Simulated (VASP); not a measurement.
Runs of VASP 6.6.1 on GaAs. It takes space group F-43m (No. 216, cubic). The conventional cell has a = 5.654 Å, b = 5.654 Å, c = 5.654 Å, α = 90.00°, β = 90.00°, γ = 90.00°. Around As (site symmetry -43m) lie 4 Ga at 2.45 Å. Ga (site symmetry -43m) is surrounded by 4 As at 2.45 Å. 

```tsv
task	level	cell	cutoff (eV)	smearing	gap on the mesh (eV)	pressure (GPa)	relaxed volume (Å³/atom)
relaxation of cell and atoms	AM05	relaxed	600	fermi-dirac 0.05 eV	(a)	0.0	22.79
band structure	AM05	as given	520	fermi-dirac 0.05 eV	0.51	-	-
single point	PBE	as given	520	gaussian 0.011 eV	0.52	3.5	-
relaxation of cell and atoms	PW91	relaxed	600	fermi-dirac 0.05 eV	0.14	0.0	(b)
```

Alike in all rows: potentials or basis VASP PAW PBE potentials, release 64 (As, Ga_d); no spin polarisation; k mesh 8 × 8 × 8.

Task: Fill in the values left out.

Result: (a) 0.45; (b) 23.72.

Caveats: the PAW data sets were made with another functional, which shifts forces and pressure a little (some runs).

A k mesh can miss the band edges, and the runs leave out spin-orbit coupling on As, Ga.
